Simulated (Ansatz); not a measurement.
# SrO: the band gap up the ladder of functionals

The task here is to estimate one member of a computed series from the others.

Code: Ansatz 0.2.0. PAW datasets, plane waves. Calculated at 0 K for a non-magnetic cell.

## The cell

The cell was relaxed beforehand with r2SCAN.

The symmetry is Fm-3m (No. 225, cubic); conventional cell a = 5.160 Å, 17.17 Å³ an atom. Around Sr lie 6 O at 2.58 Å; around O lie 6 Sr at 2.58 Å.

Coordinates:

```cif
data_structure
_symmetry_space_group_name_H-M 'P 1'
_symmetry_Int_Tables_number 1
_cell_length_a 3.6485
_cell_length_b 3.6485
_cell_length_c 3.6485
_cell_angle_alpha 60.000
_cell_angle_beta 60.000
_cell_angle_gamma 60.000
_cell_volume 34.34
loop_
_atom_site_label
_atom_site_type_symbol
_atom_site_fract_x
_atom_site_fract_y
_atom_site_fract_z
_atom_site_occupancy
Sr1 Sr 0.00000 0.00000 0.00000 1
O1 O 0.50000 0.50000 0.50000 1
```

Set-up of the first run:

input.yaml

```yaml
crystal:
  lattice:
    - [0.0, 2.5798923523, 2.5798923523]
    - [2.5798923523, 0.0, 2.5798923523]
    - [2.5798923523, 2.5798923523, 0.0]
  atoms:
    - { symbol: Sr, position: [0.0, 0.0, 0.0] }
    - { symbol: O, position: [0.5, 0.5, 0.5] }
kpoints:
  mp_grid: { grid: [8, 8, 8] }
  band_path:
    path:
      - [[0.0, 0.0, 0.0], [0.5, -2.299061486763e-35, 0.5], [0.625, 0.25, 0.625]]
      - [[0.375, 0.375, 0.75], [0.0, 0.0, 0.0], [0.5, 0.5, 0.5], [0.5, 0.25, 0.75], [0.5, -2.299061486763e-35, 0.5]]
    npoints: 10
hamiltonian:
  xc: pbe
scf:
  occupations: { method: fermi_dirac, width: 0.02 }
  n_extra_bands: 4
output:
  forces: true
  stress: true
  eigenvalues: true
```

The run is started by

```
ansatz run input.yaml --threads 4 --pin off --max-ram 7372MiB --backend cpu --events-out ev --progress --plain --runs-dir out
```

Steps of the session up to this table: PBE bands along the symmetry lines; Single point with r2SCAN; HSE06; PBE+SOC; PBE0; LDA; Single point with DDH-PBE0; HSE06+SOC at the same geometry; Single point with Hartree-Fock; r2SCANh at the same geometry.

One table of the session follows, with a row left open; its other results are not shown here.

| level | gap (eV) |
| --- | --- |
| PBE | 3.32 |
| r2SCAN | 3.80 |
| HSE06 | 4.79 |
| PBE+SOC | 3.30 |
| PBE0 | ? |
| LDA | 3.16 |
| DDH-PBE0 | 5.65 |
| HSE06+SOC | 4.77 |
| Hartree-Fock | 12.86 |
| r2SCANh | 4.61 |

Estimate the missing values for PBE0.

**Answer.** gap (eV): 5.53. In the column «gap (eV)» it lies between HSE06 (4.79) and DDH-PBE0 (5.65).

Meshes: PBE 8×8×8, r2SCAN 8×8×8, HSE06 6×6×6, PBE+SOC 8×8×8, PBE0 6×6×6, LDA 8×8×8, DDH-PBE0 6×6×6, HSE06+SOC 6×6×6, Hartree-Fock 6×6×6, r2SCANh 6×6×6

What this shows: LDA gives the least gap, 3.16 eV, and Hartree-Fock the largest, 12.86 eV. PBE reaches 69 % of the HSE06 value, and r2SCAN 79 %. PBE0 lies 0.73 eV above HSE06, which differs from it by screening the long-range exchange.

To keep in mind: Warnings in the runs' records: stress exchange threshold loose, stress scf threshold loose.
